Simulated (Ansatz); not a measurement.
# A two-dimensional sheet of Ge of the honeycomb type: a line through an energy map

How does the energy of a two-dimensional sheet of Ge of the honeycomb type (2 atoms in the cell) vary with buckling: height of Ge1 above Ge2, at lattice constant a of the sheet (both vectors scaled alike) = 3.704 Å?

Computed with Ansatz 0.2.0 (DFT LDA, scalar-relativistic, plane waves, PAW, unless a step's input says otherwise).

29 further runs of the same task are left out: 29 set aside as unsound or not needed.

### 1 Starting point

Symmetry: P-3m1, No. 164, trigonal system. The conventional cell has a = 3.704 Å, b = 3.704 Å, c = 28.000 Å, α = 90.00°, β = 90.00°, γ = 120.00°. Around Ge (site symmetry 3m) lie 3 Ge at 2.16 Å.

As a file:

```
Ge
1.0
     3.70400    0.00000    0.00000
    -1.85200    3.20776    0.00000
     0.00000    0.00000   28.00000
Ge
2
Direct
  0.33333 0.66667 0.50511
  0.66667 0.33333 0.49489
```

This is the geometry of the first run shown, built on a cell relaxed beforehand with the same method.

### 2 The scan

Atoms count from 1 in the order of the input.

The lattice constant and the buckling of a sheet are varied, nothing relaxed.

First coordinate, lattice constant a of the sheet (both vectors scaled alike): 8 values from 3.704 to 4.149 Å. Second coordinate, buckling: height of Ge1 above Ge2: 8 values from 0.000 to 1.000 Å.

Nothing else is relaxed. Points are written as (first, second).

### 3 Grid point (3.704 Å, 0.286 Å)

The sheet is isolated along c: the input cuts the Coulomb interaction between periodic copies.

Contents of input.yaml:

```yaml
crystal:
  lattice:
    - [3.704, 0.0, 0.0]
    - [-1.852, 3.2077580956, 0.0]
    - [0.0, 0.0, 28.0]
  atoms:
    - { symbol: Ge, position: [0.3333333333, 0.6666666667, 0.5051071429] }
    - { symbol: Ge, position: [0.6666666667, 0.3333333333, 0.4948928571] }
  periodic: [true, true, false]
basis:
  ecutwfc: 420
kpoints:
  mp_grid: { grid: [12, 12, 1] }
hamiltonian:
  xc: lda
scf:
  occupations: { method: gaussian, width: 0.1 }
output:
  forces: true
  stress: true
  eigenvalues: true
  write_density: true
  write_potential: true
  elf: true
  volumetric_format: npy
```

Launch:

```bash
> ansatz run input.yaml --threads 1 --pin off --max-ram 3072MiB --backend cpu --events-out ev --progress --plain --runs-dir out
```

Standard output, shortened:

```text
Warning: RAYON_NUM_THREADS=1 ignored (pool sized by the plan → 1); use --threads N
[...]
Pseudopotentials: kind: paw
Pseudopotential: Ge, paw, valence charge 14, recommended cutoff 420 eV (normal), Ge.paw.azcp
Functional definition: SPW92
[...]
Crystal: 2 atoms, lattice volume = 332.683 Å³
Basis set: ecut = 420 eV, 6525 PW (Γ)
Bands: 18, of which v1, the nominal top of the filled ones, is band 14 counted from 1 (13 counted from 0)
Symmetry: 12 space group operations
Space group: P-3m1 (ITA 164), of the structure as read, at distance tolerance 6.9e-5 Å
k-points: 19 of 144
[...]
SCF iter   1: F=—  HF=-8429.542066 eV  |F-HF|=—  |Δ(HF+E_count)|=         —  Δρ=1.54e-3  dr2=4.51e-3  ethr=1.77e-3  ⟨swp⟩=8.7  Hψ=2165  notcnv=0
[...]
SCF iter   6: F=-8429.541386 eV  HF=-8429.541386 eV  |F-HF|=1.64e-8  |Δ(HF+E_count)|=   2.20e-7  Δρ=6.67e-7  dr2=1.53e-9  ethr=3.11e-10  ⟨swp⟩=16.2  Hψ=3795  notcnv=0
[...]
WARN: The output density's exchange-correlation potential varies sharply where the density is thin. Do not read a vacuum level from v_tot or v_xc, or from such a field of the output density. On a cell that repeats whose density bears no net charge and no dipole along the vacuum's axis use [...]
SCF converged after 6 iterations
Free energy (F): -8429.541386 eV
[...]
E sigma→0 (E₀):  -8429.540602 eV
Entropy (-TS):   -0.001567 eV (-0.784 meV/atom)
Fermi energy:    -4.497991 eV
[...]
--- Forces (eV/Å), atoms counted from 1 ---
  atom   1  Ge     0.00000000     0.00000000     0.92415768
  atom   2  Ge    -0.00000000    -0.00000000    -0.92415768
[...]
--- 2D stress c σ (N/m, compression-positive) ---
       10.771228      -0.000000       0.000000
       -0.000000      10.771228       0.000000
        0.000000       0.000000       0.000000
  P = ½ c Tr σ = 10.7712 N/m
--- Band table (eV; the first three rows and the last of 19) ---
  k-point 0: bands = ["-29.7991", "-29.7991", "-29.7982", "-29.7124", "-29.7124", "-29.4141", "-29.4141", "-29.3505", "-29.3442", "-29.3442", "-17.8712", "-8.3918", "-5.5586", "-5.5586", "-2.8936", "-1.7914", "-0.4645", "-0.4645"]
[...]
  ° read free of the cell's end (the report's vacuum.weakly_bound_levels)
```

Wall time 7.6 s (1 thread of Arm Neoverse V2, shared host); peak memory 0.45 GiB.

From the log: work function 4.50 eV.

Density in a lattice plane of the grid's cell (edges 3.70 and 28.00 Å, at 0.333 of the third edge), which holds Ge.

Ten even steps from '0' (-0.01 e/Å³) to '9' (37.13 e/Å³):
```
000000
000000
000000
000000
000000
000000
000000
000000
000000
000090
000000
000000
000000
000000
000000
000000
000000
000000
000000
000000
```
Columns run along the first of these edges and rows up along the second, over one cell in 6 and 20 even steps from the bottom left corner. Atoms in the plane (fractional): Ge at (0.67, 0.49).

ELF in the same plane.

Ten even steps from ' ' (0.00) to '@' (0.62):
```
            
            
            
            
            
            
            
            
************
@@**@@==  ==
**--**@@@@@@
        ..  
            
            
            
            
            
            
            
            
```
Columns run along the first of these edges and rows up along the second, over one cell in 6 and 20 even steps from the bottom left corner. Atoms in the plane (fractional): Ge at (0.67, 0.49).

Both are smooth fields of the valence electrons: close to the nuclei they are not physical.

Maxima of ELF outside the ion cores: 0.71 outside the outer layer, 1.3 Å from Ge; 0.63 beside Ge, off the lines to its neighbours, 1.5 Å from Ge.

### 4 Point (3.704 Å, 0.429 Å)

Contents of input.yaml:

```yaml
crystal:
  lattice:
    - [3.704, 0.0, 0.0]
    - [-1.852, 3.2077580956, 0.0]
    - [0.0, 0.0, 28.0]
  atoms:
    - { symbol: Ge, position: [0.3333333333, 0.6666666667, 0.5076607143] }
    - { symbol: Ge, position: [0.6666666667, 0.3333333333, 0.4923392857] }
  periodic: [true, true, false]
basis:
  ecutwfc: 420
kpoints:
  mp_grid: { grid: [12, 12, 1] }
hamiltonian:
  xc: lda
scf:
  occupations: { method: gaussian, width: 0.1 }
output:
  forces: true
  stress: true
  eigenvalues: true
```

Launch:

```bash
> ansatz run input.yaml --threads 1 --pin off --max-ram 3072MiB --backend cpu --events-out ev --progress --plain --runs-dir out
```

Standard output, shortened:

```text
[...]
SCF converged after 6 iterations
Free energy (F): -8429.686352 eV
[...]
E sigma→0 (E₀):  -8429.685568 eV
Entropy (-TS):   -0.001567 eV (-0.784 meV/atom)
Fermi energy:    -4.534404 eV
[...]
--- Forces (eV/Å), atoms counted from 1 ---
  atom   1  Ge     0.00000000     0.00000000     1.05231279
  atom   2  Ge    -0.00000000    -0.00000000    -1.05231279
[...]
--- 2D stress c σ (N/m, compression-positive) ---
        9.620859      -0.000000       0.000000
        0.000000       9.620859       0.000000
        0.000000       0.000000       0.000000
  P = ½ c Tr σ = 9.6209 N/m
--- Band table (eV; the first three rows and the last of 19) ---
  k-point 0: bands = ["-29.6377", "-29.6377", "-29.5691", "-29.5494", "-29.5494", "-29.2489", "-29.1970", "-29.1970", "-29.1735", "-29.1735", "-17.6536", "-8.4172", "-5.2754", "-5.2754", "-2.6856", "-2.0102", "-0.3090", "-0.3090"]
[...]
```

Wall time 5.3 s (1 thread of Arm Neoverse V2, shared host); peak memory 0.44 GiB.

This gives work function 4.53 eV.

### 5 The run at (3.704 Å, 0.571 Å)

input.yaml: that of step 4 with these lines changed.

```diff
@@ -6,4 +6,4 @@
   atoms:
-    - { symbol: Ge, position: [0.3333333333, 0.6666666667, 0.5076607143] }
-    - { symbol: Ge, position: [0.6666666667, 0.3333333333, 0.4923392857] }
+    - { symbol: Ge, position: [0.3333333333, 0.6666666667, 0.5101964286] }
+    - { symbol: Ge, position: [0.6666666667, 0.3333333333, 0.4898035714] }
   periodic: [true, true, false]
```

Launch:

```bash
> ansatz run input.yaml --threads 1 --pin off --max-ram 3072MiB --backend cpu --events-out ev --progress --plain --runs-dir out
```

Standard output, shortened:

```text
[...]
SCF converged after 6 iterations
Free energy (F): -8429.826060 eV
[...]
E sigma→0 (E₀):  -8429.825277 eV
Entropy (-TS):   -0.001567 eV (-0.784 meV/atom)
Fermi energy:    -4.573472 eV
[...]
--- Forces (eV/Å), atoms counted from 1 ---
  atom   1  Ge     0.00000000     0.00000000     0.86136486
  atom   2  Ge    -0.00000000    -0.00000000    -0.86136486
[...]
--- 2D stress c σ (N/m, compression-positive) ---
        8.214744      -0.000000       0.000000
       -0.000000       8.214744       0.000000
        0.000000       0.000000       0.000000
  P = ½ c Tr σ = 8.2147 N/m
--- Band table (eV; the first three rows and the last of 19) ---
  k-point 0: bands = ["-29.4235", "-29.4235", "-29.3252", "-29.3252", "-29.2895", "-29.1056", "-28.9597", "-28.9597", "-28.9447", "-28.9447", "-17.3522", "-8.4647", "-4.8961", "-4.8961", "-2.3906", "-2.2836", "-0.2766", "-0.1021"]
[...]
  ° read free of the cell's end (the report's vacuum.weakly_bound_levels)
```

Run time: 5.3 s. Hardware: 1 thread of Arm Neoverse V2, shared host; peak memory 0.44 GiB.

From the log: work function 4.57 eV.

### 6 Grid point (3.704 Å, 0.714 Å)

input.yaml: that of step 5 with these lines changed.

```diff
@@ -6,4 +6,4 @@
   atoms:
-    - { symbol: Ge, position: [0.3333333333, 0.6666666667, 0.5101964286] }
-    - { symbol: Ge, position: [0.6666666667, 0.3333333333, 0.4898035714] }
+    - { symbol: Ge, position: [0.3333333333, 0.6666666667, 0.51275] }
+    - { symbol: Ge, position: [0.6666666667, 0.3333333333, 0.48725] }
   periodic: [true, true, false]
```

Launch:

```bash
> ansatz run input.yaml --threads 1 --pin off --max-ram 3072MiB --backend cpu --events-out ev --progress --plain --runs-dir out
```

Standard output, shortened:

```text
Warning: RAYON_NUM_THREADS=1 ignored (pool sized by the plan → 1); use --threads N
[...]
[... 3 set-up lines as earlier in the session ...]
[...]
Crystal: 2 atoms, lattice volume = 332.683 Å³
Basis set: ecut = 420 eV, 6525 PW (Γ)
Bands: 18, of which v1, the nominal top of the filled ones, is band 14 counted from 1 (13 counted from 0)
[... 2 set-up lines as earlier in the session ...]
k-points: 19 of 144
[...]
SCF iter   1: F=—  HF=-8429.922215 eV  |F-HF|=—  |Δ(HF+E_count)|=         —  Δρ=1.59e-3  dr2=6.58e-3  ethr=1.77e-3  ⟨swp⟩=8.4  Hψ=2123  notcnv=0
[...]
SCF iter   6: F=-8429.919830 eV  HF=-8429.919830 eV  |F-HF|=1.62e-8  |Δ(HF+E_count)|=   4.02e-7  Δρ=1.14e-6  dr2=3.37e-9  ethr=3.28e-10  ⟨swp⟩=8.5  Hψ=2158  notcnv=0
[...]
SCF converged after 6 iterations
Free energy (F): -8429.919830 eV
[...]
E sigma→0 (E₀):  -8429.919173 eV
Entropy (-TS):   -0.001314 eV (-0.657 meV/atom)
Fermi energy:    -4.535398 eV
[...]
--- Forces (eV/Å), atoms counted from 1 ---
  atom   1  Ge     0.00000000     0.00000000     0.43750730
  atom   2  Ge    -0.00000000    -0.00000000    -0.43750730
[...]
--- 2D stress c σ (N/m, compression-positive) ---
        6.575163      -0.000000       0.000000
       -0.000000       6.575163       0.000000
        0.000000       0.000000       0.000000
  P = ½ c Tr σ = 6.5752 N/m
--- Band table (eV; the first three rows and the last of 19) ---
  k-point 0: bands = ["-29.2133", "-29.2133", "-29.1009", "-29.1009", "-29.0257", "-28.9644", "-28.7632", "-28.7632", "-28.7229", "-28.7229", "-17.0117", "-8.5601", "-4.4760", "-4.4760", "-2.5993", "-2.0552", "-0.2721", "0.1066"]
[...]
  ° read free of the cell's end (the report's vacuum.weakly_bound_levels)
```

It took 5.1 s on 1 thread of Arm Neoverse V2, shared host; peak memory 0.44 GiB.

Read from this run: work function 4.54 eV.

### 7 The run at (3.704 Å, 0.857 Å)

input.yaml: that of step 6 with these lines changed.

```diff
@@ -6,4 +6,4 @@
   atoms:
-    - { symbol: Ge, position: [0.3333333333, 0.6666666667, 0.51275] }
-    - { symbol: Ge, position: [0.6666666667, 0.3333333333, 0.48725] }
+    - { symbol: Ge, position: [0.3333333333, 0.6666666667, 0.5153035714] }
+    - { symbol: Ge, position: [0.6666666667, 0.3333333333, 0.4846964286] }
   periodic: [true, true, false]
```

Launch:

```bash
> ansatz run input.yaml --threads 1 --pin off --max-ram 3072MiB --backend cpu --events-out ev --progress --plain --runs-dir out
```

Standard output, shortened:

```text
[...]
SCF converged after 6 iterations
Free energy (F): -8429.936156 eV
[...]
E sigma→0 (E₀):  -8429.933009 eV
Entropy (-TS):   -0.006294 eV (-3.147 meV/atom)
Fermi energy:    -4.235835 eV
[...]
--- Forces (eV/Å), atoms counted from 1 ---
  atom   1  Ge     0.00000000     0.00000000    -0.16103987
  atom   2  Ge    -0.00000000     0.00000000     0.16103987
[...]
--- 2D stress c σ (N/m, compression-positive) ---
        4.925142      -0.000000       0.000000
       -0.000000       4.925142       0.000000
        0.000000       0.000000       0.000000
  P = ½ c Tr σ = 4.9251 N/m
--- Band table (eV; the first three rows and the last of 19) ---
  k-point 0: bands = ["-29.0097", "-29.0097", "-28.8864", "-28.8864", "-28.8240", "-28.7926", "-28.5892", "-28.5892", "-28.5360", "-28.5360", "-16.6366", "-8.6980", "-4.0253", "-4.0253", "-2.9338", "-1.6994 (-1.6994°)", "-0.2548", "0.1238"]
[...]
  ° read free of the cell's end (the report's vacuum.weakly_bound_levels)
```

Run time: 5.2 s. Hardware: 1 thread of Arm Neoverse V2, shared host; peak memory 0.44 GiB.

From the log: work function 4.24 eV.

### 8 Point (3.704 Å, 1.000 Å)

Contents of input.yaml:

```yaml
crystal:
  lattice:
    - [3.704, 0.0, 0.0]
    - [-1.852, 3.2077580956, 0.0]
    - [0.0, 0.0, 28.0]
  atoms:
    - { symbol: Ge, position: [0.3333333333, 0.6666666667, 0.5178571429] }
    - { symbol: Ge, position: [0.6666666667, 0.3333333333, 0.4821428571] }
  periodic: [true, true, false]
basis:
  ecutwfc: 420
kpoints:
  mp_grid: { grid: [12, 12, 1] }
hamiltonian:
  xc: lda
scf:
  occupations: { method: gaussian, width: 0.1 }
output:
  forces: true
  stress: true
  eigenvalues: true
  write_density: true
  write_potential: true
  elf: true
  volumetric_format: npy
```

Launch:

```bash
> ansatz run input.yaml --threads 1 --pin off --max-ram 3072MiB --backend cpu --events-out ev --progress --plain --runs-dir out
```

Standard output, shortened:

```text
Warning: RAYON_NUM_THREADS=1 ignored (pool sized by the plan → 1); use --threads N
[...]
[... 3 set-up lines as earlier in the session ...]
[...]
Crystal: 2 atoms, lattice volume = 332.683 Å³
Basis set: ecut = 420 eV, 6525 PW (Γ)
Bands: 18, of which v1, the nominal top of the filled ones, is band 14 counted from 1 (13 counted from 0)
[... 2 set-up lines as earlier in the session ...]
k-points: 19 of 144
[...]
SCF iter   1: F=—  HF=-8429.880951 eV  |F-HF|=—  |Δ(HF+E_count)|=         —  Δρ=1.63e-3  dr2=1.14e-2  ethr=1.77e-3  ⟨swp⟩=8.1  Hψ=2071  notcnv=0
[...]
SCF iter   7: F=-8429.877677 eV  HF=-8429.877677 eV  |F-HF|=6.73e-8  |Δ(HF+E_count)|=   2.42e-7  Δρ=1.27e-6  dr2=4.00e-9  ethr=3.57e-10  ⟨swp⟩=17.4  Hψ=3206  notcnv=0
[...]
WARN: The output density's exchange-correlation potential varies sharply where the density is thin. Do not read a vacuum level from v_tot or v_xc, or from such a field of the output density. On a cell that repeats whose density bears no net charge and no dipole along the vacuum's axis use [...]
SCF converged after 7 iterations
Free energy (F): -8429.877677 eV
[...]
E sigma→0 (E₀):  -8429.871356 eV
Entropy (-TS):   -0.012641 eV (-6.321 meV/atom)
Fermi energy:    -4.318207 eV
[...]
--- Forces (eV/Å), atoms counted from 1 ---
  atom   1  Ge    -0.00000000     0.00000000    -0.66565055
  atom   2  Ge     0.00000000    -0.00000000     0.66565055
[...]
--- 2D stress c σ (N/m, compression-positive) ---
        3.184021      -0.000000       0.000000
       -0.000000       3.184021       0.000000
        0.000000       0.000000       0.000000
  P = ½ c Tr σ = 3.1840 N/m
--- Band table (eV; the first three rows and the last of 19) ---
  k-point 0: bands = ["-28.8988", "-28.8988", "-28.7714", "-28.7714", "-28.7609", "-28.6719", "-28.5221", "-28.5221", "-28.4659", "-28.4659", "-16.3129", "-8.9112", "-3.6367", "-3.6367", "-3.2949", "-1.4281 (-1.4281°)", "-0.2327", "0.0813"]
[...]
  ° read free of the cell's end (the report's vacuum.weakly_bound_levels)
```

Run time: 7.4 s. Hardware: 1 thread of Arm Neoverse V2, shared host; peak memory 0.45 GiB.

This gives work function 4.32 eV.

Density in a lattice plane of the grid's cell (edges 3.70 and 28.00 Å, at 0.333 of the third edge), which holds Ge.

Ten even steps from ' ' (-0.02 e/Å³) to '@' (4.03 e/Å³):
```
            
            
            
            
            
            
            
            
            
      ::@@::
        ..  
            
            
            
            
            
            
            
            
            
```
Columns run along the first of these edges and rows up along the second, over one cell in 6 and 20 even steps from the bottom left corner. Atoms in the plane (fractional): Ge at (0.67, 0.48).

ELF in the same plane.

Values, 12 rows by 6 columns:
```
0.00 0.00 0.00 0.00 0.00 0.00
0.00 0.00 0.00 0.00 0.00 0.00
0.00 0.00 0.00 0.00 0.00 0.00
0.00 0.00 0.00 0.00 0.00 0.00
0.11 0.18 0.12 0.05 0.03 0.04
0.60 0.41 0.58 0.37 0.12 0.37
0.11 0.02 0.12 0.41 0.52 0.42
0.00 0.00 0.00 0.00 0.00 0.00
0.00 0.00 0.00 0.00 0.00 0.00
0.00 0.00 0.00 0.00 0.00 0.00
0.00 0.00 0.00 0.00 0.00 0.00
0.00 0.00 0.00 0.00 0.00 0.00
```
Columns run along the first of these edges and rows up along the second, over one cell in 6 and 12 even steps from the bottom left corner. Atoms in the plane (fractional): Ge at (0.67, 0.48).

Both are smooth fields of the valence electrons: close to the nuclei they are not physical.

Outside the cores ELF peaks at 0.68 on the Ge–Ge line, 1.2 Å from Ge; 0.68 between the atoms, 1.2 Å from Ge.

### 9 Results

| buckling: height of Ge1 above Ge2 (Å) | step | energy (meV/atom) | slope (meV/atom per Å) | work function of the top face (eV) |
| --- | --- | --- | --- | --- |
| 0.000 | – | 270 | 0 | 4.46 |
| 0.143 | – | 251 | −268 | 4.47 |
| 0.286 | 3 | 197 | −462 | 4.50 |
| 0.429 | 4 | 125 | −526 | 4.53 |
| 0.571 | 5 | 55 | −431 | 4.57 |
| 0.714 | 6 | 8 | −219 | 4.54 |
| 0.857 | 7 | 0 | 80 | 4.24 |
| 1.000 | 8 | 29 | 333 | 4.32 |

Energies count from the lowest point of the line. Rows without a step come from runs not printed here or follow by symmetry. Slopes come from the forces (and the stress, where the cell changes), not from differences of energies.

What this shows: Along the line the energy is lowest at 0.857 Å. A fit to energies and slopes at the lowest point and its two neighbours puts the minimum at 0.8120 Å, with a curvature of about 1900 meV/atom per Å². The highest point computed, at 0.000 Å, lies 270 meV/atom above the lowest. This is one cut through a surface in two coordinates; the map's lowest point lies off it.
